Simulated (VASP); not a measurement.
Write the native input for VASP 6.6.1 that does the following.

```
Task                   : relaxation of cell and atoms
Functional             : PBE
Potentials or basis    : VASP PAW PBE potentials, release 64 (Be, Se)
Cutoff                 : 600 eV
k mesh                 : 8 × 8 × 8
Occupations            : gaussian, width 0.02 eV
Spin                   : no spin polarisation
Further INCAR settings : ALGO = Fast; EDIFF = 1e-07; IBRION = 2; EDIFFG = -0.02; NSW = 40; ISIF = 3
```

The structure of BeSe lies in POSCAR:

```
BeSe
1.0
    0.0000000000      2.5839687400      2.5839687400
    2.5839687400      0.0000000000      2.5839687400
    2.5839687400      2.5839687400      0.0000000000
Be Se
1 1
Direct
    0.0000000000      0.0000000000      0.0000000000
    0.2500000000      0.2500000000      0.2500000000
```

The cell comes from a database or a generator and needn't be the stable form of this composition.

The input as run:

INCAR

```
SYSTEM = BeSe
PREC = Accurate
ENCUT = 600
EDIFF = 1E-7
ISMEAR = 0
SIGMA = 0.02
LREAL = .False.
LASPH = .True.
NELM = 60
ALGO = Fast
ISIF = 3
LWAVE = .False.
LCHARG = .False.
GGA = PE
IBRION = 2
NSW = 40
EDIFFG = -0.02
```

KPOINTS

```
Automatic mesh
0
Gamma
  8 8 8
  0 0 0
```

Potentials or basis: VASP PAW PBE potentials, release 64 (Be, Se).

The run is started by

```console
$ cat potpaw_PBE.64/Be/POTCAR potpaw_PBE.64/Se/POTCAR > POTCAR
$ mpirun -np 1 vasp_std > vasp.out
```

It gave:

* Relaxed volume: 17.42 Å³/atom
* Relaxed cell: a = 3.666 Å, b = 3.666 Å, c = 3.666 Å, α = 60.00°, β = 60.00°, γ = 60.00°
* Space group after relaxing (to 0.05 Å): F-43m (No. 216)
* Energy gained by relaxing: 0.3 meV/atom
* Ionic steps: 2
* Pressure after relaxing: -0.1 GPa
* Band gap on the k mesh: 2.67 eV, indirect (least direct gap 4.19 eV)

Run time: 10 s on 1 thread of Intel(R) Xeon(R) 6975P-C (Granite Rapids) (shared host), peak memory 0.17 GiB.
